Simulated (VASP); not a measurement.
# A point defect in a supercell of SrCl2, part 4 of 7

How easily does a point defect form in SrCl2? The host is relaxed first, then a supercell is run with and without the defect. The start is a cell from a database of measured crystal structures.

VASP 6.6.1, plane waves and PAW; the level of theory is named at each step.

So far. Step 2 (Relaxing the host crystal): The run ended after 3 ionic steps, 0.009 eV below its first step, once forces and stress met EDIFFG = -0.02. Step 4 (The perfect supercell): The perfect cell has a gap of 5.21 eV on this mesh, with its valence-band top at -0.043 eV, and charged states follow.

### 5. Reference Sr

This step: PBE; plane waves and PAW (Sr_sv) (VASP 6.6.1).

System of this step: Sr. It takes space group Fm-3m (No. 225, cubic). Conventional cell: a = 6.080 Å, b = 6.080 Å, c = 6.080 Å, α = 90.00°, β = 90.00°, γ = 90.00°. Sr has 12 Sr at 4.30 Å nearest.

The reference for Sr is its crystal, relaxed at the cutoff of the large cell.

Contents of INCAR:

```
SYSTEM = Sr
PREC = Normal
ENCUT = 300
EDIFF = 1E-05
NELM = 120
ISMEAR = 1
SIGMA = 0.1
LREAL = Auto
ALGO = Fast
GGA = PE
NBANDS = 11
LORBIT = 11
LWAVE = .FALSE.
LCHARG = .FALSE.
KPAR = 4
IBRION = 2
NSW = 25
ISIF = 3
EDIFFG = -0.02
POTIM = 0.4
```

Contents of POSCAR:

```
Sr
1.0
    0.0000000000      3.0400000000      3.0400000000
    3.0400000000      0.0000000000      3.0400000000
    3.0400000000      3.0400000000      0.0000000000
Sr
1
Direct
    0.0000000000      0.0000000000      0.0000000000
```

Contents of KPOINTS:

```
Automatic mesh
0
Gamma
8 8 8
0 0 0
```

Potentials, in the order of the species: Sr_sv (PBE family, release 64).

Launch:

```sh
$ mpirun -np 4 vasp_std
```

What it wrote:

```text
[banner, memory and clock lines left out]
running    4 mpi-ranks, on    1 nodes
 distrk:  each k-point on    1 cores,    4 groups
 distr:  one band on    1 cores,    1 groups

 POSCAR found type information on POSCAR Sr
 POSCAR found :  1 types and       1 ions
|                                                                             |
|               ----> ADVICE to this user running VASP <----                  |
|                                                                             |
|     You have a (more or less) 'small supercell' and for smaller cells       |
|     it is recommended to use the reciprocal-space projection scheme!        |
|     The real-space optimization is not efficient for small cells and it     |
|     is also less accurate ...                                               |
|     Therefore, set LREAL=.FALSE. in the INCAR file.                         |
|                                                                             |

 LDA part: xc-table for (Slater+PW92), standard interpolation
 POSCAR, INCAR and KPOINTS ok, starting setup
 FFT: planning ... GRIDC
 FFT: planning ... GRID_SOFT
 FFT: planning ... GRID
 WAVECAR not read
 entering main loop
       N       E                     dE             d eps       ncg     rms          rms(c)
DAV:   1     0.222109276524E+02    0.22211E+02   -0.36377E+03   654   0.522E+02
DAV:   2    -0.608704058078E+00   -0.22820E+02   -0.22469E+02   777   0.115E+02
DAV:   3    -0.159790868864E+01   -0.98920E+00   -0.98142E+00   873   0.173E+01
DAV:   4    -0.163862844406E+01   -0.40720E-01   -0.40694E-01   830   0.364E+00
DAV:   5    -0.164002779189E+01   -0.13993E-02   -0.13993E-02   920   0.445E-01    0.108E+01
RMM:   6    -0.164096129491E+01   -0.93350E-03   -0.58113E-03   638   0.830E-01    0.615E+00
RMM:   7    -0.164155186010E+01   -0.59057E-03   -0.11117E-02   638   0.117E+00    0.270E-01
RMM:   8    -0.164159791894E+01   -0.46059E-04   -0.24997E-03   711   0.296E-01    0.710E-02
RMM:   9    -0.164167223500E+01   -0.74316E-04   -0.49996E-04   639   0.890E-02    0.472E-02
RMM:  10    -0.164170419451E+01   -0.31960E-04   -0.85948E-05   656   0.523E-02    0.652E-02
RMM:  11    -0.164170037503E+01    0.38195E-05   -0.48458E-05   585   0.381E-02
   1 F= -.16417004E+01 E0= -.16418760E+01  d E =-.164170E+01
 curvature:   0.00 expect dE= 0.000E+00 dE for cont linesearch  0.000E+00
 trial: gam= 0.00000 g(F)=  0.469E-64 g(S)=  0.289E-02 ort = 0.000E+00 (trialstep = 0.100E+01)
 search vector abs. value=  0.289E-02
 bond charge predicted
       N       E                     dE             d eps       ncg     rms          rms(c)
DAV:   1    -0.166346718837E+01   -0.21763E-01   -0.51110E-01   758   0.511E+00    0.101E+00
RMM:   2    -0.164828555124E+01    0.15182E-01   -0.40232E-02   646   0.156E+00    0.384E-01
RMM:   3    -0.164305030656E+01    0.52352E-02   -0.18403E-02   674   0.101E+00    0.431E-01
RMM:   4    -0.164355766373E+01   -0.50736E-03   -0.23319E-03   716   0.259E-01    0.465E-02
RMM:   5    -0.164370744251E+01   -0.14978E-03   -0.17690E-03   729   0.199E-01    0.524E-02
RMM:   6    -0.164374495957E+01   -0.37517E-04   -0.25579E-04   659   0.733E-02    0.581E-02
RMM:   7    -0.164381882862E+01   -0.73869E-04   -0.26479E-04   731   0.692E-02    0.129E-01
RMM:   8    -0.164383320518E+01   -0.14377E-04   -0.14223E-04   661   0.110E-01    0.689E-02
RMM:   9    -0.164383220730E+01    0.99789E-06   -0.15240E-05   488   0.234E-02
   2 F= -.16438322E+01 E0= -.16440484E+01  d E =-.213183E-02
 trial-energy change:   -0.002132  1 .order   -0.002180   -0.002892   -0.001467
 step:   2.0297(harm=  2.0297)  dis= 0.00000  next Energy=    -1.644635 (dE=-0.294E-02)
 bond charge predicted
       N       E                     dE             d eps       ncg     rms          rms(c)
DAV:   1    -0.166579330155E+01   -0.21960E-01   -0.54921E-01   740   0.529E+00    0.103E+00
RMM:   2    -0.164937631833E+01    0.16417E-01   -0.43567E-02   647   0.164E+00    0.401E-01
RMM:   3    -0.164369414591E+01    0.56822E-02   -0.20070E-02   673   0.107E+00    0.455E-01
RMM:   4    -0.164419203253E+01   -0.49789E-03   -0.23744E-03   713   0.269E-01    0.878E-02
RMM:   5    -0.164438980250E+01   -0.19777E-03   -0.18790E-03   728   0.199E-01    0.504E-02
RMM:   6    -0.164443596079E+01   -0.46158E-04   -0.27546E-04   659   0.764E-02    0.536E-02
RMM:   7    -0.164450017134E+01   -0.64211E-04   -0.31959E-04   725   0.851E-02    0.157E-01
RMM:   8    -0.164452411682E+01   -0.23945E-04   -0.15174E-04   665   0.116E-01    0.255E-02
RMM:   9    -0.164452535787E+01   -0.12410E-05   -0.17599E-05   496   0.280E-02
   3 F= -.16445254E+01 E0= -.16447392E+01  d E =-.282498E-02
 curvature:  -1.01 expect dE=-0.820E-06 dE for cont linesearch -0.820E-06
 trial: gam= 0.00000 g(F)=  0.240E-63 g(S)=  0.808E-06 ort =-0.483E-04 (trialstep = 0.121E+01)
 search vector abs. value=  0.808E-06
 reached required accuracy - stopping structural energy minimisation
```

The job ended after 4.8 s (4 MPI ranks of Intel Xeon Platinum 8259CL at 2.50GHz (Skylake/Cascade Lake), shared host; peak memory 0.47 GiB; 17 s of CPU time).

OUTCAR, selected parts (step 5):

```text
   k-points           NKPTS =     29   k-points in BZ     NKDIM =     29   number of bands    NBANDS=     11

   ENCUT  =  300.0 eV  22.05 Ry    4.70 a.u.   6.07  6.07  6.07*2*pi/ulx,y,z

   NELECT =      10.0000    total number of electrons

 E-fermi :   1.6300

 k-point     1 :       0.0000    0.0000    0.0000
  band No.  band energies     occupation
      1     -34.9483      2.00000
      2     -16.8319      2.00000
      3     -16.8319      2.00000
      4     -16.8319      2.00000
      5      -2.0320      2.00000
      6       4.0005      0.00000
      7       4.0005      0.00000
      8       4.0005      0.00000
      9       5.4916      0.00000
     10       5.4916      0.00000
    ...

  Total        0.0026409      0.0026409      0.0026409     -0.0000000     -0.0000000      0.0000000
  in kB        0.0781710      0.0781710      0.0781710     -0.0000000     -0.0000000      0.0000000
  external PRESSURE =       0.0781710 kB  Pullay stress =       0.0000000 kB

 POSITION                                       TOTAL-FORCE (eV/Angst)
 -----------------------------------------------------------------------------------
     -0.00000      0.00000      0.00000         0.000000     -0.000000      0.000000
 -----------------------------------------------------------------------------------
    total drift:                                0.000000      0.000000      0.000000

  FREE ENERGIE OF THE ION-ELECTRON SYSTEM (eV)
  ---------------------------------------------------
  free  energy   TOTEN  =        -1.6445253579 eV

  energy  without entropy=       -1.6451670284  energy(sigma->0) =       -1.64473925

[... 2 parts as in an earlier step ...]

[... 14 further parts left out ...]
```

CONTCAR:

```
Sr
   1.00000000000000
    -0.0000000000000000    3.0023631617022382    3.0023631617022382
     3.0023631617022382   -0.0000000000000000    3.0023631617022382
     3.0023631617022382    3.0023631617022382    0.0000000000000000
  Sr
     1
Direct
     0.0000000000000000    0.0000000000000000    0.0000000000000000
```

The k-mesh is coarse for a metal.

Relaxation path:

| step | energy less that of the first step (eV) | largest force (eV/Å) | pressure (GPa) | volume (Å³) |
| --- | --- | --- | --- | --- |
| 1 | 0.0000 | 0.0000 | -0.45 | 56.19 |
| 2 | -0.0021 | 0.0000 | -0.23 | 55.17 |
| 3 | -0.0028 | 0.0000 | 0.01 | 54.13 |

| conventional cell, symmetrised | before | after | change |
| --- | --- | --- | --- |
| a (Å) | 6.080 | 6.005 | -1.2 % |
| b (Å) | 6.080 | 6.005 | -1.2 % |
| c (Å) | 6.080 | 6.005 | -1.2 % |
| volume (Å³/atom) | 56.19 | 54.13 | -3.7 % |

The relaxed structure:

```cif
data_structure
_symmetry_space_group_name_H-M 'P 1'
_symmetry_Int_Tables_number 1
_cell_length_a 4.2460
_cell_length_b 4.2460
_cell_length_c 4.2460
_cell_angle_alpha 60.000
_cell_angle_beta 60.000
_cell_angle_gamma 60.000
_cell_volume 54.13
loop_
_atom_site_label
_atom_site_type_symbol
_atom_site_fract_x
_atom_site_fract_y
_atom_site_fract_z
_atom_site_occupancy
Sr1 Sr 0.00000 0.00000 0.00000 1
```

Numbers from this step:

| Quantity | Value |
| --- | --- |
| electronic cycles | 29 |
| electrons | 10 |
| free energy (TOTEN) | -1.645 eV |
| energy at zero smearing | -1.645 eV |
| Fermi energy | 1.63 eV |
| labelled metallic, from the levels on this mesh | yes |

The run ended after 3 ionic steps, 0.003 eV below its first step, once forces and stress met EDIFFG = -0.02.

Energy at zero smearing: -1.64474 eV.

### 6. Relaxing the atoms

This step: PBE; plane waves and PAW (Cl) (VASP 6.6.1).

System of this step: Cl2. The cell holds 2 atoms: 2 Cl. Its edges and angles: a = 11.000 Å, b = 11.500 Å, c = 14.000 Å, α = 90.0°, β = 90.0°, γ = 90.0°. Vacuum lies along a, b and c.

Cl is not exchanged here; its energy serves the host's formation enthalpy.

Contents of INCAR:

```
SYSTEM = Cl
PREC = Normal
ENCUT = 300
EDIFF = 1E-05
NELM = 120
ISMEAR = 0
SIGMA = 0.01
LREAL = Auto
ALGO = Fast
GGA = PE
NBANDS = 13
LORBIT = 11
LWAVE = .FALSE.
LCHARG = .FALSE.
NCORE = 4
IBRION = 2
NSW = 20
ISIF = 2
EDIFFG = -0.03
POTIM = 0.4
MAXMIX = 40
ISYM = 0
```

Contents of POSCAR:

```
Cl
1.0
   11.0000000000      0.0000000000      0.0000000000
    0.0000000000     11.5000000000      0.0000000000
    0.0000000000      0.0000000000     14.0000000000
Cl
2
Direct
    0.5000000000      0.5000000000      0.4289285700
    0.5000000000      0.5000000000      0.5710714300
```

Contents of KPOINTS:

```
Automatic mesh
0
Gamma
1 1 1
0 0 0
```

The projector-augmented-wave data sets are Cl (PBE family, release 64).

Launch:

```sh
$ mpirun -np 4 vasp_gam
```

What it wrote:

```text
[banner, memory and clock lines left out]
running    4 mpi-ranks, on    1 nodes
 distrk:  each k-point on    4 cores,    1 groups
 distr:  one band on    4 cores,    1 groups

 POSCAR found type information on POSCAR Cl
 POSCAR found :  1 types and       2 ions
 [... a notice as in an earlier step ...]

 LDA part: xc-table for (Slater+PW92), standard interpolation
 POSCAR, INCAR and KPOINTS ok, starting setup
 FFT: planning ... GRIDC
 FFT: planning ... GRID_SOFT
 FFT: planning ... GRID
 WAVECAR not read
 entering main loop
       N       E                     dE             d eps       ncg     rms          rms(c)
DAV:   1     0.132847742162E+03    0.13285E+03   -0.20845E+03    34   0.352E+02
DAV:   2     0.263034465670E+02   -0.10654E+03   -0.10509E+03    47   0.836E+01
DAV:   3    -0.310395963122E+01   -0.29407E+02   -0.29385E+02    44   0.708E+01
DAV:   4    -0.385777745744E+01   -0.75382E+00   -0.75378E+00    31   0.123E+01
DAV:   5    -0.386631424538E+01   -0.85368E-02   -0.85368E-02    34   0.138E+00    0.111E+01
RMM:   6    -0.364449126981E+01    0.22182E+00   -0.12427E-01    26   0.222E+00    0.682E+00
RMM:   7    -0.356499007809E+01    0.79501E-01   -0.32404E-01    26   0.366E+00    0.414E-01
RMM:   8    -0.356483110246E+01    0.15898E-03   -0.35112E-02    26   0.145E+00    0.127E-01
RMM:   9    -0.356539223273E+01   -0.56113E-03   -0.61650E-03    27   0.523E-01    0.952E-02
RMM:  10    -0.356625525212E+01   -0.86302E-03   -0.87375E-04    28   0.180E-01    0.386E-02
RMM:  11    -0.356698342911E+01   -0.72818E-03   -0.15654E-04    26   0.836E-02    0.174E-02
RMM:  12    -0.356762771284E+01   -0.64428E-03   -0.75054E-05    25   0.502E-02    0.766E-03
RMM:  13    -0.356802871217E+01   -0.40100E-03   -0.58136E-05    24   0.352E-02    0.158E-02
RMM:  14    -0.356847880275E+01   -0.45009E-03   -0.57042E-05    24   0.351E-02    0.792E-03
RMM:  15    -0.356850871819E+01   -0.29915E-04   -0.23259E-05    21   0.196E-02    0.668E-03
RMM:  16    -0.356857727957E+01   -0.68561E-04   -0.64695E-06    19   0.143E-02    0.434E-03
RMM:  17    -0.356857642738E+01    0.85219E-06   -0.92196E-07    17   0.590E-03
   1 F= -.35685764E+01 E0= -.35685764E+01  d E =-.356858E+01
 curvature:   0.00 expect dE= 0.000E+00 dE for cont linesearch  0.000E+00
 trial: gam= 0.00000 g(F)=  0.377E-03 g(S)=  0.000E+00 ort = 0.000E+00 (trialstep = 0.100E+01)
 search vector abs. value=  0.377E-03
 bond charge predicted
       N       E                     dE             d eps       ncg     rms          rms(c)
DAV:   1    -0.356860699014E+01   -0.29711E-04   -0.32178E-02    26   0.893E-01    0.278E-01
RMM:   2    -0.356826899157E+01    0.33800E-03   -0.12560E-03    26   0.237E-01    0.108E-01
RMM:   3    -0.356866765442E+01   -0.39866E-03   -0.37803E-04    26   0.132E-01    0.559E-02
RMM:   4    -0.356868185349E+01   -0.14199E-04   -0.61101E-05    26   0.538E-02    0.194E-02
RMM:   5    -0.356867886604E+01    0.29875E-05   -0.19142E-05    20   0.263E-02
   2 F= -.35686789E+01 E0= -.35686789E+01  d E =-.102439E-03
 trial-energy change:   -0.000102  1 .order   -0.000083   -0.000377    0.000212
 step:   0.6402(harm=  0.6402)  dis= 0.00173  next Energy=    -3.568697 (dE=-0.121E-03)
 bond charge predicted
       N       E                     dE             d eps       ncg     rms          rms(c)
DAV:   1    -0.356870392459E+01   -0.22071E-04   -0.40084E-03    26   0.316E-01    0.112E-01
RMM:   2    -0.356871534068E+01   -0.11416E-04   -0.94761E-05    24   0.699E-02    0.370E-02
RMM:   3    -0.356872855261E+01   -0.13212E-04   -0.13335E-05    20   0.255E-02    0.261E-02
RMM:   4    -0.356874421719E+01   -0.15665E-04   -0.44740E-06    19   0.120E-02    0.163E-02
RMM:   5    -0.356874392973E+01    0.28745E-06   -0.17958E-06    19   0.802E-03
   3 F= -.35687439E+01 E0= -.35687439E+01  d E =-.167502E-03
 curvature:  -0.32 expect dE=-0.538E-06 dE for cont linesearch -0.538E-06
 trial: gam=-0.06231 g(F)=  0.168E-05 g(S)=  0.000E+00 ort = 0.252E-04 (trialstep = 0.928E+00)
 search vector abs. value=  0.765E-08
 reached required accuracy - stopping structural energy minimisation
```

It took 9 s on 4 MPI ranks; peak memory 0.72 GiB.

Parts of OUTCAR (step 6):

```text
   k-points           NKPTS =      1   k-points in BZ     NKDIM =      1   number of bands    NBANDS=     13

   ENCUT  =  300.0 eV  22.05 Ry    4.70 a.u.  15.53 16.24 19.77*2*pi/ulx,y,z

   NELECT =      14.0000    total number of electrons

 E-fermi :  -7.0309

 k-point     1 :       0.0000    0.0000    0.0000
  band No.  band energies     occupation
    ...
      3     -11.7788      2.00000
      4      -9.7466      2.00000
      5      -9.7466      2.00000
      6      -7.0826      2.00000
      7      -7.0826      2.00000
      8      -4.0615      0.00000
      9      -0.3263      0.00000
     10       0.5480      0.00000
     11       0.5847      0.00000
     12       0.9032      0.00000
    ...

  Total       -0.1815430     -0.1782189     -0.1283939      0.0000007     -0.0000002     -0.0000029
  in kB       -0.1642372     -0.1612300     -0.1161546      0.0000006     -0.0000002     -0.0000026
  external PRESSURE =      -0.1472072 kB  Pullay stress =       0.0000000 kB

 POSITION                                       TOTAL-FORCE (eV/Angst)
 -----------------------------------------------------------------------------------
      5.50000      5.75000      6.00327         0.000028     -0.000000     -0.004666
      5.50000      5.75000      7.99673        -0.000028      0.000000      0.004666
 -----------------------------------------------------------------------------------
    total drift:                               -0.000006     -0.000005      0.000016

  FREE ENERGIE OF THE ION-ELECTRON SYSTEM (eV)
  ---------------------------------------------------
  free  energy   TOTEN  =        -3.5687439297 eV

  energy  without entropy=       -3.5687439297  energy(sigma->0) =       -3.56874393

[... 1 part as in an earlier step ...]

[... 7 further parts left out ...]
```

No atom moved by 0.005 Å in the relaxation.

This step gave:

| Item | Value |
| --- | --- |
| electronic cycles | 27 |
| electrons | 14 |
| free energy (TOTEN) | -3.569 eV |
| gap between the highest filled and lowest empty level | 3.021 eV |

The run ended after 3 ionic steps, 0.000 eV below its first step, once the forces on the free atoms met EDIFFG = -0.03.

Energy at zero smearing: -3.56874 eV.

(Part 4 of 7 ends here.)

[Lines on the potential files, build, host, timing and source positions are cut from VASP's logs without a mark.]

[Logs are printed without paths, hosts, clocks, repeated set-up lines and the standing remarks that a program may print on its own settings, such as how far it seeks lower states.]

[Hosts, paths, dates, database ids (printed as entryN), source tags and the programs' standing remarks are cut or masked in the printed files.]

[In band tables of VASP the shares of atoms and orbitals are scaled to a sum of 1 inside the atoms' spheres.]

[Runs that stopped without an error message from VASP are left out.]
